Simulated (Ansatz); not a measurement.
# 1T-SrCl2 bilayer (AB) in a perpendicular field, part 3 of 3

What dipole does a perpendicular field induce in the 1T-SrCl2 bilayer (AB), and does the gap follow? A positive field points along +c.

Ansatz 0.2.0; plane-wave DFT, PBE-D3(BJ), Ansatz PAW (the session's first sound run).

So far, gap, the smaller of path and mesh (eV): step 3 (atoms held, field 0, start network) 5.58; step 5 (field -0.1 V/Å) 5.53; step 6 (field 0.2 V/Å) 5.38; step 7 (field -0.2 V/Å) 5.38; step 8 (field 0.35 V/Å) 5.05.

## 9. Response, atoms held

This step: plane-wave DFT, PBE-D3(BJ), Ansatz PAW; response to a field along the normal, atoms held (Ansatz 0.2.0).

The dipoles give the slope, and the difference of two potentials shows where the field is screened.

Numbers from this step:

* equivalent conductor thickness p/(ε₀AE): 6.220 Å
* distance between the outer atoms: 7.088 Å

Table of dipole of the cell by applied field:

```tsv
applied field (V/Å)	dipole of the cell (e·Å)
-0.200	-0.126
-0.100	-0.0630
0.000	-4.6e-6
0.100	0.0630
0.200	0.126
0.350	0.221
```

Local field over the applied field, running mean. From the potentials at -0.1 and 0.1 V/Å; running mean over 2.5 Å. The local field over applied field by z:

```tsv
z (Å)	local field over applied field
4.5	1.000
5.0	0.999
5.5	0.995
6.0	0.985
6.5	0.956
7.0	0.888
7.5	0.777
8.0	0.645
8.5	0.514
9.0	0.407
9.5	0.338
10.0	0.311
10.5	0.313
11.0	0.329
11.5	0.344
12.0	0.356
12.5	0.363
13.0	0.358
13.5	0.346
14.0	0.332
14.5	0.315
15.0	0.310
15.5	0.330
16.0	0.391
16.5	0.493
17.0	0.622
17.5	0.754
18.0	0.871
18.5	0.947
19.0	0.982
19.5	0.994
20.0	0.998
20.5	1.000
21.0	1.000
```

Electrons, planar mean, per unit field. The induced electron density by z:

z (Å), induced electron density (e/Å³ per V/Å) and a bar from the least value:
```
      4.5    0.00000 ###############
      5.0    0.00001 ###############
      5.5    0.00002 ###############
      6.0    0.00006 ################
      6.5    0.00021 ################
      7.0    0.00060 ###################
      7.5    0.00153 ########################
      8.0    0.00272 ##############################
      8.5    0.00193 ##########################
      9.0    0.00064 ###################
      9.5    0.00011 ################
     10.0   -0.00049 #############
     10.5    0.00044 ##################
     11.0   -0.00027 ##############
     11.5   -0.00044 #############
     12.0   -0.00029 ##############
     12.5   -0.00008 ###############
     13.0    0.00035 #################
     13.5    0.00045 ##################
     14.0    0.00034 #################
     14.5   -0.00048 #############
     15.0    0.00039 #################
     15.5    0.00005 ################
     16.0   -0.00049 #############
     16.5   -0.00163 ######
     17.0   -0.00283 
     17.5   -0.00175 ######
     18.0   -0.00072 ###########
     18.5   -0.00025 ##############
     19.0   -0.00008 ###############
     19.5   -0.00002 ###############
     20.0   -0.00001 ###############
     20.5    0.00000 ###############
     21.0    0.00000 ###############
```

The smaller of the gaps on the path and on the k-mesh, counted as 0 under 0.03 eV; in a wide-gap layer a fall can come from a state in the tilted vacuum. Gap against applied field:

```tsv
applied field (V/Å)	gap (eV)
-0.200	5.38
-0.100	5.53
0.000	5.58
0.100	5.53
0.200	5.38
0.350	5.05
```

By hand: between -0.1 and 0.1 V/Å the dipole changes by 0.1260 e·Å, a slope of 0.6300 e·Å²/V. A perfect conductor of thickness t has p = ε₀AEt, so t = 180.95 × 0.6300 / 18.328 = 6.22 Å (e/ε₀ = 180.95 V·Å, A in Å²).

The induced dipole is that of a conductor 6.22 Å thick.

## 10. With spin-orbit coupling

This step: plane-wave DFT, PBE, fully relativistic PAW with spin-orbit coupling (Ansatz 0.2.0).

Heavy atoms split their bands by spin-orbit coupling, so this run uses fully relativistic files and two-component states.

The input, input.yaml:

```yaml
crystal:
  lattice:
    - [4.6003727015, 0.0, 0.0]
    - [-2.3001863507, 3.9840396264, 0.0]
    - [0.0, 0.0, 25.0877338341]
  atoms:
    - { symbol: Cl, position: [0.6666666667, 0.3333333333, 0.3587410509] }
    - { symbol: Sr, position: [0.0, 0.0, 0.4106408191] }
    - { symbol: Cl, position: [0.3333333333, 0.6666666667, 0.4584378778] }
    - { symbol: Cl, position: [0.0, 0.0, 0.5415621222] }
    - { symbol: Sr, position: [0.3333333333, 0.6666666667, 0.5893591809] }
    - { symbol: Cl, position: [0.6666666667, 0.3333333333, 0.6412589491] }
kpoints:
  mp_grid: { grid: [12, 12, 1] }
  band_path: { path: [[0, 0, 0], [0.12, 0, 0]], npoints: 24 }
hamiltonian:
  xc: pbe
  pseudopotentials: { kind: paw_fr }
magnetization:
  noncollinear: true
  spin_orbit: true
scf:
  occupations: { method: fermi_dirac, width: 0.02585 }
  convergence: { dr2_threshold: 1.0e-09 }
efield:
  axis: 3
  dipole_correction: true
  ramp_position: 0.97
  ramp_width: 0.06
  amplitude: 0
output:
  write_potential: true
  write_density: true
  volumetric_format: npy
```

On the command line:

```sh
> ansatz run input.yaml --threads 4 --pin off --max-ram 6144MiB --backend cpu --events-out ev --progress --plain --runs-dir out
```

Numbers of over 12 decimals in the logs are rounded to 6 here.

The program printed:

```text
[...]
non-collinear run that drives no moment, with spin-orbit: no starting moment large enough to seed its density (crystal.atoms[].spin), no starting occupations that ask for one, no magnetisation constraint and no magnetic field, so the semilocal B_xc is pinned to zero
Crystal: 6 atoms, lattice volume = 459.810 Å³
Basis set: ecut = 420 eV, 9053 PW (Γ)
Bands: 60, of which v1, the nominal top of the filled ones, is band 48 counted from 1 (47 counted from 0)
Symmetry: 6 space group operations + 6 with time reversal
k-points: 19 of 144 (time reversal used)
Projection manifold: j_resolved (fully-relativistic pseudo-atomic orbitals)
[...]
SCF iter   1: F=—  HF=-11423.140389 eV  |F-HF|=—  |Δ(HF+E_count)|=         —  Δρ=1.73e-2  dr2=2.83e0  dr2_m=0.00e0 (ungated)  ethr=3.10e-3  |M|=0.00e0 ∫|m|=0.00e0 μB  |m|>n=0.0e0 m-floor=0.0e0 τ_xc=0.0e0  β_m=0.30  p=0.000 e·Å  D=4.34e-14 V/Å  ΔV_dip=-0.00 eV  dr2_dipole=2.97e-9  V_vac-E_F(+/−)=6.40/6.40 eV  ⟨swp⟩=16.0  Hψ=7982  notcnv=0  defer=1
[...]
spin=Noncollinear: Resta preconditioning applied to the charge; magnetization (m_x, m_y, m_z) channels mix plain (no charge-response kernel on spin).
SCF iter   2: F=—  HF=-11422.507003 eV  |F-HF|=—  |Δ(HF+E_count)|=   6.33e-1  Δρ=9.56e-3  dr2=8.37e-1  dr2_m=0.00e0 (ungated)  ethr=3.10e-3  |M|=0.00e0 ∫|m|=0.00e0 μB  |m|>n=0.0e0 m-floor=0.0e0 τ_xc=0.0e0  β_m=0.47  p=0.000 e·Å  D=1.13e-5 V/Å  ΔV_dip=-0.00 eV  dr2_dipole=7.67e-10  V_vac-E_F(+/−)=5.78/5.78 eV  ⟨swp⟩=3.0  Hψ=1952  notcnv=0  defer=132
[...]
SCF iter  10: F=-11422.429167 eV  HF=-11422.429167 eV  |F-HF|=8.73e-11  |Δ(HF+E_count)|=   2.90e-9  Δρ=2.61e-7  dr2=2.28e-10  dr2_m=0.00e0 (ungated)  ethr=2.08e-12  |M|=0.00e0 ∫|m|=0.00e0 μB  |m|>n=0.0e0 m-floor=0.0e0 τ_xc=0.0e0  p=-0.000 e·Å  D=-1.37e-8 V/Å  ΔV_dip=0.00 eV  dr2_dipole=5.53e-14  V_vac-E_F(+/−)=4.86/4.86 eV  ⟨swp⟩=16.4  Hψ=5942  notcnv=0
SCF 1 converged in 10 iterations: F = -11422.429167 eV  dr2 = 2.28e-10
[...]
SCF converged after 10 iterations
Magnetization: |M| = 0.0000 μB,  M = (+0.0000, +0.0000, +0.0000) μB
Absolute magnetization: 0.0000 μB (∫|m|)
  site 0: m = (+0.0000, +0.0000, +0.0000) μB, |m| = 0.0000 μB  (R = 1.22 Å)
  site 1: m = (+0.0000, +0.0000, +0.0000) μB, |m| = 0.0000 μB  (R = 1.20 Å)
  site 2: m = (+0.0000, +0.0000, +0.0000) μB, |m| = 0.0000 μB  (R = 1.20 Å)
  site 3: m = (+0.0000, +0.0000, +0.0000) μB, |m| = 0.0000 μB  (R = 1.20 Å)
  site 4: m = (+0.0000, +0.0000, +0.0000) μB, |m| = 0.0000 μB  (R = 1.20 Å)
  site 5: m = (+0.0000, +0.0000, +0.0000) μB, |m| = 0.0000 μB  (R = 1.22 Å)
Free energy (F): -11422.429167 eV
[...]
Internal energy: -11422.429167 eV  (E = F + TS)
E sigma→0 (E₀):  -11422.429167 eV
Fermi energy:    -0.971242 eV
Dipole field:    D = 0.000000 V/Å  (p = 0.000000 e·Å, saw-weighted, corrected)
Work function:   Φ+ = 4.8628 eV   Φ− = 4.8628 eV
[...]
--- Band table (eV; the first three rows and the last of 19) ---
  k-point 0: bands = [... 44 lower, -4.0115, -4.0115, -3.8887, -3.8887, 1.7706, 1.7706, 2.3713, 2.3713, ... 8 higher]
  k-point 1: bands = [... 44 lower, -4.0240, -4.0240, -3.8657, -3.8657, 1.9068, 1.9068, 2.4284, 2.4284, ... 8 higher]
  k-point 2: bands = [... 44 lower, -3.9759, -3.9759, -3.8539, -3.8539, 2.2347, 2.2347, 2.5320, 2.5320, ... 8 higher]
  k-point 18: bands = [... 44 lower, -4.0449, -4.0449, -3.9941, -3.9941, 2.8269, 2.8269, 2.9764, 2.9764, ... 8 higher]
```

It took 67 s on 4 threads of Intel Xeon Platinum 8488C (Sapphire Rapids), shared host; peak memory 2.6 GiB; 4.4 min of CPU time.

This step gave:

```
gap on the k-mesh                  : 5.581 eV
dipole along the normal            : 4.95e-7 e·Å
gap along the path                 : 5.625 eV
smallest direct gap along the path : 5.659 eV
ionisation energy, upper face      : 7.702 eV
gap, the smaller of path and mesh  : 5.581 eV
```

Electronic bands along the path, in eV, zero at the Fermi level of the run, which the smearing sets inside the gap:

```tsv
point	band 45	band 46	band 47	band 48	band 49	band 50	band 51	band 52
Γ	-3.04	-3.04	-2.92	-2.92	2.74	2.74	3.34	3.34
halfway	-3.05	-3.05	-2.90	-2.90	2.81	2.81	3.37	3.37
end	-3.05	-3.05	-2.88	-2.88	3.01	3.01	3.45	3.45
```

The gap is 5.58 eV, with the valence edge 7.70 eV and the conduction edge 2.12 eV under the upper vacuum level.

## 11. With spin-orbit coupling, field 0.3 V/Å

The same in a field along the normal.

input.yaml, as its differences from that of step 10:

```diff
@@ -27,5 +27,5 @@
   dipole_correction: true
-  ramp_position: 0.97
-  ramp_width: 0.06
-  amplitude: 0
+  ramp_position: 0.9461
+  ramp_width: 0.1078
+  amplitude: 0.3
 output:
```

The program printed:

```text
[...]
Crystal: 6 atoms, lattice volume = 459.810 Å³
Basis set: ecut = 420 eV, 9053 PW (Γ)
Bands: 60, of which v1, the nominal top of the filled ones, is band 48 counted from 1 (47 counted from 0)
Symmetry: 6 space group operations + 6 with time reversal
k-points: 19 of 144 (time reversal used)
[...]
k-point 1: bands = [... 44 lower, -3.8412, -3.8395, -3.7207, -3.7103, 1.6311, 1.6378, 2.3918, 2.3931, ... 8 higher]
  k-point 2: bands = [... 44 lower, -3.8795, -3.8774, -3.6905, -3.6798, 1.8976, 1.9086, 2.4507, 2.4517, ... 8 higher]
  k-point 18: bands = [... 44 lower, -3.9249, -3.9095, -3.7807, -3.7688, 2.7616, 2.7757, 2.8185, 2.8213, ... 8 higher]
[key lines of the parts left out:]
SCF converged after 11 iterations
Magnetization: |M| = 0.0000 μB,  M = (+0.0000, +0.0000, +0.0000) μB
Free energy (F): -11422.457521 eV
Fermi energy:    -1.006788 eV
Dipole field:    D = 0.074406 V/Å  (p = 0.189070 e·Å, saw-weighted, corrected)
```

The job ended after 67 s (4 threads; peak memory 2.6 GiB; 4.4 min of CPU time).

Numbers from this step:

| Property | Result |
| --- | --- |
| gap on the k-mesh | 5.163 eV |
| dipole along the normal | 0.1891 e·Å |
| gap along the path | 5.220 eV |
| smallest direct gap along the path | 5.257 eV |
| gap, the smaller of path and mesh | 5.163 eV |

The dipole is 0.189 e·Å, and the gap 5.163 eV.

## 12. Varying the input

This step: plane-wave DFT, PBE-D3(BJ), Ansatz PAW (Ansatz 0.2.0).

An input spoilt on purpose, to show how the run answers: it repeats the earlier run at 0.1 V/Å with efield.amplitude from 0.1 to 0 and efield.dipole_correction from true to false, and scf.max_iter set to 80.

input.yaml, the sections that differ from step 11:

```yaml
kpoints:
  mp_grid: { grid: [12, 12, 1] }
  band_path:
    path: [[0, 0, 0], [0.5, 0, 0], [0.33333333, 0.33333333, 0], [0, 0, 0]]
    npoints: 16
hamiltonian:
  xc: pbe
  dispersion: d3bj
scf:
  occupations: { method: fermi_dirac, width: 0.02585 }
  convergence: { dr2_threshold: 1.0e-10 }
  max_iter: 80
efield:
  axis: 3
  dipole_correction: false
  ramp_position: 0.949
  ramp_width: 0.102
  amplitude: 0
# crystal, output: as in step 11
# magnetization: removed
```

The program printed:

```text
Error: invalid value for `efield.amplitude`: is zero with dipole_correction: false — the section would apply nothing; set a non-zero amplitude, enable dipole_correction, or remove the block
```

The job ended after 0.03 s (4 threads; peak memory 0.039 GiB).

The program refused the input before any cycle.

The program's message: “Error: invalid value for `efield.amplitude`: is zero with dipole_correction: false — the section would apply nothing; set a non-zero amplitude, enable dipole_correction, or remove the block”

The fault put into the input: a field block that applies nothing.

## 13. The same run with other settings

Another changed input: it repeats the earlier run at 0.1 V/Å with scf.occupations.width from 0.02585 removed, scf.occupations.method from fermi_dirac to tetrahedron and basis.ecutwfc to 40.4 Ry.

input.yaml, as its differences from that of step 12:

```diff
@@ -21,11 +21,10 @@
 scf:
-  occupations: { method: fermi_dirac, width: 0.02585 }
+  occupations: { method: tetrahedron }
   convergence: { dr2_threshold: 1.0e-10 }
-  max_iter: 80
 efield:
   axis: 3
-  dipole_correction: false
+  dipole_correction: true
   ramp_position: 0.949
   ramp_width: 0.102
-  amplitude: 0
+  amplitude: 0.1
 output:
@@ -34 +33,3 @@
   volumetric_format: npy
+basis:
+  ecutwfc: "40.4 Ry"
```

The program printed:

```text
[...]
Crystal: 6 atoms, lattice volume = 459.810 Å³
Basis set: ecut = 549.670002 eV, 13457 PW (Γ)
Bands: 30, of which v1, the nominal top of the filled ones, is band 24 counted from 1 (23 counted from 0)
Symmetry: 6 space group operations
k-points: 19 of 144 (time reversal used)
[...]
SCF iter   1: F=—  HF=-11422.902566 eV  |F-HF|=—  |Δ(HF+E_count)|=         —  Δρ=1.73e-2  dr2=2.84e0  ethr=3.10e-3  p=0.089 e·Å  D=3.50e-2 V/Å  ΔV_dip=-0.88 eV  dr2_dipole=1.07e-3  V_vac-E_F(+/−)=10.18/8.87 eV  ⟨swp⟩=16.2  Hψ=4597  notcnv=0
[...]
SCF iter  11: F=-11422.188840 eV  HF=-11422.188840 eV  |F-HF|=1.46e-11  |Δ(HF+E_count)|=  3.82e-10  Δρ=7.08e-8  dr2=1.14e-11  ethr=1.00e-12  p=0.063 e·Å  D=2.48e-2 V/Å  ΔV_dip=-0.62 eV  dr2_dipole=1.07e-14  V_vac-E_F(+/−)=8.43/6.86 eV  ⟨swp⟩=10.3  Hψ=1976  notcnv=0
SCF 1 converged in 11 iterations: F = -11422.188840 eV  dr2 = 1.14e-11
[...]
SCF converged after 11 iterations
Stability not checked: this state was not tested for a lower state beside it, because cold or Methfessel-Paxton smearing, or corrected tetrahedra, fill the levels in a way that the test cannot read (fill_not_monotonic; see scf.lower_state_search)
Free energy (F): -11422.188840 eV
[...]
Internal energy: -11422.188840 eV  (E = F + TS)
E sigma→0 (E₀):  -11422.188840 eV
Fermi energy:    -3.788574 eV
Dipole field:    D = 0.024792 V/Å  (p = 0.062999 e·Å, saw-weighted, corrected)
Work function:   not extracted (applied field tilts the vacuum); planar V_es + V_field profile in the machine report
[...]
--- Band table (eV; the first three rows and the last of 19) ---
  k-point 0: bands = [... 20 lower, -4.2755, -4.0254, -4.0254, -3.8835, 1.7400, 2.3817, 2.7108, 2.7108, ... 2 higher]
  k-point 1: bands = [... 20 lower, -4.2794, -4.0370, -4.0313, -3.8570, 1.8719, 2.4422, 2.6860, 2.7788, ... 2 higher]
  k-point 2: bands = [... 20 lower, -4.2944, -4.0725, -3.9807, -3.8357, 2.1861, 2.5485, 2.6518, 2.8425, ... 2 higher]
  k-point 18: bands = [... 20 lower, -4.2421, -4.0574, -4.0224, -3.9591, 2.8197, 2.9505, 2.9828, 3.4597, ... 2 higher]
```

Run time: 16 s. Hardware: 4 threads; peak memory 1.1 GiB; 64 s of CPU time.

This step gave:

```yaml
gap_on_the_k_mesh: 5.529 eV
dipole_along_the_normal: 0.06300 e·Å
gap_along_the_path: 5.527 eV
smallest_direct_gap_along_the_path: 5.623 eV
gap_the_smaller_of_path_and_mesh: 5.527 eV
```

The electronic bands at the labelled points (eV, zero at the Fermi level):

```tsv
point	band 21	band 22	band 23	band 24	band 25	band 26	band 27	band 28
Γ	-0.49	-0.24	-0.24	-0.09	5.53	6.17	6.50	6.50
halfway	-0.45	-0.34	-0.17	-0.03	6.12	6.40	6.58	6.89
M	-0.57	-0.56	-0.17	-0.03	5.92	6.55	6.92	7.32
halfway	-0.56	-0.36	-0.21	-0.07	6.20	6.80	6.83	7.12
K	-0.45	-0.27	-0.23	-0.17	6.61	6.74	6.77	7.25
halfway	-0.50	-0.31	-0.18	-0.03	6.35	6.46	6.64	6.84
Γ	-0.49	-0.24	-0.24	-0.09	5.53	6.17	6.50	6.50
```

```tsv
quantity	this run	earlier run	difference
dipole along the normal (e·Å)	0.06300	0.06300	2.2e-6
gap along the path (eV)	5.527	5.527	-6.0e-5
smallest direct gap along the path (eV)	5.623	5.624	-4.7e-5
gap on the k-mesh (eV)	5.529	5.529	-6.0e-5
```

Nothing in the table moves by 0.01 in its unit (for the dipole 0.5 % and 5e-5 e·Å).

## 14. Outcome

| Quantity | Value |
| --- | --- |
| gap without field | 5.58 eV |
| ionisation energy, upper face | 7.70 eV |
| electron affinity, upper face | 2.12 eV |
| equivalent conductor thickness, atoms held | 6.22 Å |

What this shows: The induced dipole equals that of a perfect conductor 6.22 Å thick, while the outer atoms lie 7.09 Å apart; an out-of-plane ε follows only once a thickness t is chosen, by 1 − 1/ε = 6.22 Å / t. The gap goes from 5.58 eV to 5.05 eV at 0.35 V/Å. In a field the lowest empty level of a wide-gap layer can be a state in the vacuum, whose place depends on the cell. With the field reversed the gap is 5.38 eV at -0.2 V/Å. Semilocal functionals give gaps that are too small, and excitons are not included. Atoms moved by up to 1.5 Å in the relaxation, so the end structure is to be read from its coordinates and not from the name. The field series itself is without spin-orbit coupling. After relaxation neighbouring layers come as close as 2.1 Å along the normal, so they are bonded in part and no longer a van der Waals stack.

[Logs are printed without paths, hosts, clocks, repeated set-up lines and the standing remarks that a program may print on its own settings, such as how far it seeks lower states.]

[Hosts, paths, dates, database ids (printed as entryN), source tags and the programs' standing remarks are cut or masked in the printed files.]

[Maps of the electrostatic potential energy from Ansatz leave out the sawtooth potential of an applied field or a dipole correction, so their vacuum need not be flat; planar profiles and work functions include it.]
